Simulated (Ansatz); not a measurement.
Band table of SiNi (rocksalt type)

```yaml
crystal:
  lattice:
    - [0.00000, 2.37045, 2.37045]
    - [2.37045, 0.00000, 2.37045]
    - [2.37045, 2.37045, 0.00000]
  atoms:
    - { symbol: Ni, position: [0.00000, 0.00000, 0.00000] }
    - { symbol: Si, position: [0.50000, 0.50000, 0.50000] }
```

The cell comes from a relaxation on PAW files under the same functional, begun from a prototype that needn't be the stable phase.

Level of theory: DFT with PBE, scalar-relativistic, in Ansatz 0.2.0; a Γ-centred 14×14×14 k mesh, Fermi–Dirac smearing of 0.08 eV, no spin polarisation. LAPW: all electrons, basis error target 1 meV/atom.

Spin polarisation is left out, though a magnetic state may lie lower.

Path points, in fractions of the reciprocal vectors: Γ (0.000, 0.000, 0.000), X (0.500, 0.000, 0.500), U (0.625, 0.250, 0.625), K (0.375, 0.375, 0.750), L (0.500, 0.500, 0.500), W (0.500, 0.250, 0.750). The distance column jumps between branches of the path. Levels in eV from the Fermi level; bands 9 to 17, counted from the lowest band of the run. The gap is zero, the pressure 0.03 GPa.

```
# k(1/Å) point b9 b10 b11 b12 b13 b14 b15 b16 b17
0.000 Γ -12.01 -2.45 -2.45 -2.45 -2.43 -2.43 3.99 3.99 3.99
0.189 - -11.87 -2.54 -2.50 -2.44 -2.44 -2.42 3.75 3.75 3.88
0.379 - -11.48 -2.86 -2.62 -2.40 -2.40 -2.37 3.14 3.14 3.62
0.568 - -10.84 -3.31 -2.79 -2.32 -2.32 -2.30 2.34 2.34 3.34
0.757 - -9.99 -3.82 -2.98 -2.23 -2.17 -2.17 1.50 1.50 2.78
0.947 - -9.01 -4.31 -3.15 -2.16 -1.95 -1.95 0.72 0.72 1.30
1.136 - -8.06 -4.73 -3.27 -2.11 -1.68 -1.68 -0.11 0.10 0.10
1.325 X -7.61 -4.94 -3.31 -2.10 -1.53 -1.53 -0.67 -0.17 -0.17
1.392 - -7.60 -4.93 -3.33 -2.12 -1.53 -1.52 -0.70 -0.24 -0.12
1.459 - -7.56 -4.91 -3.37 -2.20 -1.54 -1.50 -0.81 -0.39 0.01
1.526 - -7.51 -4.87 -3.46 -2.31 -1.55 -1.46 -1.05 -0.49 0.22
1.593 - -7.44 -4.81 -3.62 -2.43 -1.57 -1.40 -1.31 -0.54 0.47
1.660 - -7.37 -4.74 -3.85 -2.55 -1.58 -1.52 -1.33 -0.57 0.77
1.727 - -7.29 -4.66 -4.15 -2.67 -1.65 -1.61 -1.24 -0.60 1.10
1.794 U -7.24 -4.56 -4.47 -2.78 -1.70 -1.63 -1.12 -0.62 1.46
2.605 K -7.24 -4.56 -4.47 -2.78 -1.70 -1.63 -1.12 -0.62 1.46
2.806 - -7.53 -5.01 -4.21 -3.03 -1.74 -1.63 -0.66 -0.63 2.68
3.007 - -8.57 -4.60 -3.81 -3.13 -1.88 -1.60 -0.42 0.00 4.04
3.208 - -9.72 -3.86 -3.40 -3.10 -2.04 -1.76 0.13 0.87 5.36
3.409 - -10.69 -3.18 -3.03 -2.94 -2.19 -2.00 1.01 1.90 5.64
3.610 - -11.41 -2.74 -2.72 -2.72 -2.33 -2.23 2.19 2.94 4.88
3.810 - -11.86 -2.52 -2.52 -2.51 -2.42 -2.39 3.40 3.71 4.23
4.011 Γ -12.01 -2.45 -2.45 -2.45 -2.43 -2.43 3.99 3.99 3.99
4.175 - -11.91 -2.51 -2.49 -2.49 -2.42 -2.42 3.47 4.04 4.04
4.339 - -11.61 -2.68 -2.62 -2.62 -2.33 -2.33 2.27 4.17 4.17
4.503 - -11.12 -3.05 -2.80 -2.80 -2.19 -2.19 0.93 4.37 4.37
4.667 - -10.45 -3.72 -2.99 -2.99 -2.02 -2.02 -0.13 4.63 4.63
4.831 - -9.61 -4.73 -3.15 -3.15 -1.87 -1.87 -0.77 4.94 4.94
4.995 - -8.67 -5.87 -3.26 -3.26 -1.76 -1.76 -1.06 5.33 5.33
5.159 L -8.02 -6.61 -3.30 -3.30 -1.71 -1.71 -1.15 5.62 5.62
5.293 - -7.98 -6.54 -3.33 -3.28 -1.72 -1.71 -1.16 4.61 4.83
5.427 - -7.87 -6.35 -3.42 -3.23 -1.72 -1.69 -1.19 3.39 3.65
5.561 - -7.71 -6.03 -3.57 -3.16 -1.72 -1.65 -1.24 2.29 2.43
5.694 - -7.50 -5.60 -3.77 -3.12 -1.71 -1.55 -1.29 1.27 1.34
5.828 - -7.29 -5.08 -3.98 -3.16 -1.68 -1.38 -1.33 0.26 0.55
5.962 - -7.12 -4.54 -4.15 -3.34 -1.59 -1.30 -1.16 -0.53 -0.05
6.096 W -7.05 -4.22 -4.22 -3.54 -1.53 -1.12 -1.00 -1.00 -0.33
6.191 - -7.09 -4.39 -4.04 -3.46 -1.53 -1.14 -1.11 -0.86 -0.33
6.285 - -7.18 -4.55 -3.85 -3.24 -1.53 -1.25 -1.09 -0.71 -0.32
6.380 - -7.30 -4.69 -3.68 -2.94 -1.53 -1.35 -1.04 -0.55 -0.31
6.475 - -7.42 -4.80 -3.53 -2.61 -1.53 -1.43 -0.96 -0.41 -0.29
6.569 - -7.52 -4.88 -3.41 -2.33 -1.53 -1.49 -0.84 -0.28 -0.25
6.664 - -7.58 -4.93 -3.34 -2.15 -1.53 -1.52 -0.72 -0.20 -0.20
6.759 X -7.61 -4.94 -3.31 -2.10 -1.53 -1.53 -0.67 -0.17 -0.17
```
